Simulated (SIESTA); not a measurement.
Co:

```xyz
2
Lattice="2.4720 0.0000 0.0000 -1.2360 2.1408 0.0000 0.0000 0.0000 4.0211" Properties=species:S:1:pos:R:3 pbc="T T T"
Co    1.2360    0.7136    3.0159
Co    0.0000    1.4272    1.0053
```

Program: SIESTA 5.4.2. Alike in all runs: spin collinear, ferromagnetic start; cell as given; k mesh 12 × 12 × 7; smearing fermi-dirac 0.05 eV; grid cutoff 800 Ry; energy shift 0.003 Ry.

Q: Order these runs on this cell by their pressure, lowest first.
A. level PBEsol; potentials or basis PseudoDojo 0.4 standard (PBEsol files), DZP (energy shift 0.003 Ry; two zetas on semicore shells)
B. level PBE; potentials or basis SG15 1.2 (PBE files) or PseudoDojo by element, DZP (energy shift 0.003 Ry; two zetas on semicore shells)
C. level PBE; potentials or basis PseudoDojo 0.4 standard (PBE files), DZP (energy shift 0.003 Ry; two zetas on semicore shells)

A: A (-5.2 GPa), C (5.5 GPa), B (7.6 GPa).

Caveats: the basis of atomic orbitals isn't converged, which shifts pressures, moduli and gaps; short orbitals over semicore shells can move pressures by several GPa (some runs).
